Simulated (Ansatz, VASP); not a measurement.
## One calculation of Hf, two programs

The input INCAR:

```
SYSTEM = Hf
PREC = Accurate
ENCUT = 520
EDIFF = 1E-6
ISMEAR = -1
SIGMA = 0.05
LREAL = .FALSE.
LASPH = .TRUE.
NELM = 100
ALGO = Normal
ISIF = 2
LWAVE = .FALSE.
LCHARG = .FALSE.
GGA = PE
NBANDS = 11
```

KPOINTS

```
Automatic mesh
0
G
  10 10 10
  0 0 0
```

The input POSCAR:

```
Hf
1.0
   -1.7806051177      1.7806051177      1.7806051177
    1.7806051177     -1.7806051177      1.7806051177
    1.7806051177      1.7806051177     -1.7806051177
Hf
1
Direct
    0.0000000000      0.0000000000      0.0000000000
```

input.yaml

```yaml
crystal:
  lattice:
    - [-1.7806051177, 1.7806051177, 1.7806051177]
    - [1.7806051177, -1.7806051177, 1.7806051177]
    - [1.7806051177, 1.7806051177, -1.7806051177]
  atoms:
    - { symbol: Hf, position: [0.0, 0.0, 0.0] }
kpoints:
  mp_grid: { grid: [10, 10, 10] }
scf:
  occupations: { method: fermi_dirac, width: 0.05 }
hamiltonian:
  xc: pbe
  pseudopotentials: { kind: all_electron, lapw: { basis_error: 0.0005 } }
output:
  forces: true
  stress: true
  eigenvalues: true
```

Change from the starting cell: volume scaled by 0.96.

Alike in both runs: task single point; functional PBE; k mesh 10 × 10 × 10; occupations fermi-dirac, width 0.05 eV; no spin polarisation.

```csv
,VASP,Ansatz
version,VASP 6.6.1,Ansatz 0.2.0
potentials or method,"VASP PAW PBE potentials, release 64 (Hf_pv)","all-electron LAPW, scalar-relativistic"
plane-wave cutoff (eV),520,see its input
```

VASP gave:

| Quantity | Value |
| --- | --- |
| gap on the k mesh at the Fermi level (eV) | none |
| pressure (GPa) | -1.5 |

Problem. Which values does Ansatz return?

Solution. gap on the k mesh at the Fermi level (eV): none; pressure (GPa): -1.2.

A gap of «none» marks a metal or a gap that the smearing closes. Ansatz ran all-electron here, so the differences hold the error of VASP's frozen core and of both bases.

Spin-orbit coupling is left out, which matters for the levels of Hf.
